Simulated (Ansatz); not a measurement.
# AgBr under changes of volume

One of the cells (23.644 Å³/atom); the others are scaled copies at fixed shape and fractional positions:

```xyz
2
Lattice="0.0000 2.8702 2.8702 2.8702 0.0000 2.8702 2.8702 2.8702 0.0000" Properties=species:S:1:pos:R:3 pbc="T T T"
Ag    0.0000    0.0000    0.0000
Br    2.8702    2.8702    2.8702
```

```yaml
Program: Ansatz 0.2.0
Functional: LDA
Potentials_or_basis: Ansatz PAW
Cutoff: "420 eV (not typed: the program's choice for these potentials)"
k_mesh: 8 × 8 × 8
Occupations: fermi-dirac, width 0.05 eV
Spin: no spin polarisation
```

| volume (Å³/atom) | energy over the lowest point (meV/atom) | pressure (GPa) |
| --- | --- | --- |
| 22.225 | 0.00 | -1.3 |
| 22.698 | 5.40 | -2.4 |
| 23.171 | 13.91 | -3.4 |
| 23.644 | 25.12 | -4.2 |
| 24.116 | ? | ? |
| 24.589 | 54.27 | -5.6 |
| 25.062 | 71.61 | -6.1 |

Problem. What does the run at 24.116 Å³/atom give?

Solution. Energy over the lowest point 38.67 meV/atom; pressure -5.0 GPa.

Worked out: A Birch-Murnaghan fit of order 3 (a polynomial in V^(-2/3)) to the other rows has its minimum at 21.77 Å³/atom, just outside them, with B0 = V·E''(V) = 64 GPa and B' = 5.4. It gives 38.67 meV/atom at 24.116 Å³/atom, against the run's 38.67, and -dE/dV = -5.0 GPa, against -5.0.

Energies are extrapolated to zero smearing.

Caveats: the PAW data sets come from PBE, with cores solved anew for the run's functional, which leaves a small shift of forces and pressure.
